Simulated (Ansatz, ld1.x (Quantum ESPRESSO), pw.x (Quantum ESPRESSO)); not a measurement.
## pw.x on sc Ga: one setting changed

Potential: PAW, ld1.x (Quantum ESPRESSO) 7.5, PBE; core [Ar] 3d10, reference 4s2 4p1; waves: 4s (bound): rcut 1.50, rcutus 1.95 bohr; 4s channel at 1.7 Ry: rcut 1.50, rcutus 1.95 bohr; 4p (bound): rcut 2.25, rcutus 2.60 bohr; 4p channel at 0.15 Ry: rcut 2.25, rcutus 2.60 bohr; 4d channel at 0.5 Ry: rc 2.70 bohr; local part: the d channel; core correction: a·sin(br)/r model core inside 1.54 bohr; augmentation: PSQ, inside the norm-conserving radii.

The reference run (k-mesh 12³, cutoffs 40/320 Ry, Fermi–Dirac 0.01 Ry, mixing_beta 0.4, conv_thr 1e-9, no spin) gives -0.17 GPa at 20.335 Å³/atom, where all-electron LAPW gives -0.45 GPa. This run, with its own iteration cap, changes nosym to true.

```
&control
  calculation='scf', prefix='x', pseudo_dir='./', outdir='./tmp', tstress=.true., disk_io='none'
/
&system
  ibrav=0, nat=1, ntyp=1, ecutwfc=40, ecutrho=320, nbnd=8,
  occupations='smearing', smearing='fd', degauss=0.01, nosym=.true.
/
&electrons
  conv_thr=1e-09, mixing_beta=0.4, electron_maxstep=60
/
ATOMIC_SPECIES
Ga 1.0 Ga.UPF
CELL_PARAMETERS angstrom
  2.72948928 0.00000000 0.00000000
  0.00000000 2.72948928 0.00000000
  0.00000000 0.00000000 2.72948928
ATOMIC_POSITIONS crystal
Ga 0.0000 0.0000 0.0000
K_POINTS automatic
12 12 12 0 0 0
```

```bash
pw.x < Ga.scf.in > Ga.scf.out
```

Task: How does the run end?

Result: It converges in 6 iterations; the free energy moves by +0.0 meV/atom and the pressure by +0.00 GPa. The result is that of the reference run.

```
lattice parameter (alat)  =       5.1580  a.u.
     unit-cell volume          =     137.2274 (a.u.)^3
     number of electrons       =         3.00
     number of Kohn-Sham states=            8
     kinetic-energy cutoff     =      40.0000  Ry
     charge density cutoff     =     320.0000  Ry
     scf convergence threshold =      1.0E-09
     Exchange-correlation= SLA  PW   PBX  PBC
     number of k points=   868  Fermi-Dirac smearing, width (Ry)=  0.0100
     iteration #  1     ecut=    40.00 Ry     beta= 0.40
     total energy              =    -153.47303092 Ry
     estimated scf accuracy    <       0.00234198 Ry
     iteration #  2     ecut=    40.00 Ry     beta= 0.40
     total energy              =    -153.47288264 Ry
     estimated scf accuracy    <       0.00072711 Ry
     iteration #  3     ecut=    40.00 Ry     beta= 0.40
     total energy              =    -153.47293349 Ry
     estimated scf accuracy    <       0.00000892 Ry
     iteration #  4     ecut=    40.00 Ry     beta= 0.40
     total energy              =    -153.47293393 Ry
     estimated scf accuracy    <       0.00000003 Ry
     iteration #  5     ecut=    40.00 Ry     beta= 0.40
     total energy              =    -153.47293393 Ry
     estimated scf accuracy    <          2.5E-09 Ry
     iteration #  6     ecut=    40.00 Ry     beta= 0.40
     the Fermi energy is     4.9078 ev
!    total energy              =    -153.47293393 Ry
     estimated scf accuracy    <          6.3E-11 Ry
     smearing contrib. (-TS)   =      -0.00189265 Ry
     convergence has been achieved in   6 iterations
          total   stress  (Ry/bohr**3)                   (kbar)     P=       -1.74
     Message from routine punch:
     Nothing written, as per user request (disk_io='none')
```

The run took about 32 s on one core of a shared host (Neoverse-V2, 96 threads, 742 GiB, load 47).
